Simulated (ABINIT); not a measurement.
Input of an ABINIT 10.8.3 (patched build) run:

The input run.abi:

```
# Pseudopotentials
pp_dirpath "./"
pseudos "Ge.LDA_PW-JTH.xml"

# Structure
acell 3*1.0 Angstrom
rprim
     5.2405800000     0.0000000000     0.0000000000
     0.0000000000     5.2405800000     0.0000000000
     0.0000000000     0.0000000000     2.6553600000
ntypat 1
znucl 32
natom 3
typat 1 1 1
xcart
    -0.0593106297    -0.0503382753     0.0300973832
    -0.1144024703     5.0574567134    -0.0798549109
     4.8976675983    -0.0211731719     0.0261181860
chkprim 0
chksymtnons 0
tolsym 1.0e-6

# Plane-wave basis
ecut 435.382180 eV
pawecutdg 32.0

# k points
kptopt 1
ngkpt 4 4 8
nshiftk 1
shiftk 0.0 0.0 0.0

# Exchange and correlation
ixc 7

# Bands and occupations
nband 26
occopt 3
tsmear 0.05 eV

# SCF cycle
nstep 100
tolvrs 1.0e-9

# Output
iomode 3
prtwf 0
prtden 0
prteig 0
prtebands 0
enunit 2
```

Potentials or basis: JTH PAW LDA v2.0.

The run is started by

```bash
$ abinit run.abi > log 2>&1
```

Task: What does it give for the largest force?

Result: 0.539 eV/Å.

Task: Estimate the band gap on the k mesh.

Result: None (metal or under the smearing width).

Forces in eV/Å, atoms in the order of the input:
```
Ge   0.038  0.537 -0.010
Ge  -0.024 -0.533  0.012
Ge  -0.014 -0.004 -0.002
```
